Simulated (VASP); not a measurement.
A run of VASP 6.6.1 is set up as follows.

Contents of INCAR:

```
SYSTEM = ZrS
ALGO = Normal
EDIFF = 1E-7
ENCUT = 520
ISIF = 2
ISMEAR = -1
LASPH = .TRUE.
LCHARG = .FALSE.
LMAXMIX = 4
LNONCOLLINEAR = .TRUE.
LORBIT = 11
LREAL = .FALSE.
LWAVE = .FALSE.
MAGMOM = 0 0 0.5 0 0 0
NBANDS = 30
NELM = 150
PREC = Accurate
SIGMA = 0.05
```

File KPOINTS:

```
k-points
0
G
  9 9 9
  0 0 0
```

File POSCAR:

```
ZrS
1.0
    0.0000000000      2.6250000000      2.6250000000
    2.6250000000      0.0000000000      2.6250000000
    2.6250000000      2.6250000000      0.0000000000
Zr S
1 1
Direct
    0.0000000000      0.0000000000      0.0000000000
    0.5000000000      0.5000000000      0.5000000000
```

Potentials or basis: VASP PAW LDA potentials, release 64 (Zr_sv, S).

The run is started by

```sh
$ cat potpaw_LDA.64/Zr_sv/POTCAR potpaw_LDA.64/S/POTCAR > POTCAR
$ mpirun -np 1 vasp_ncl > vasp.out
```

Question: What does it give for the pressure?

Answer: -8.9 GPa.

Question: Estimate the net moment.

Answer: 0.00 μB per cell.

Moments on the atoms (μB; x, y, z):
```
Zr  0.00 0.00 0.00
S   0.00 0.00 0.00
```
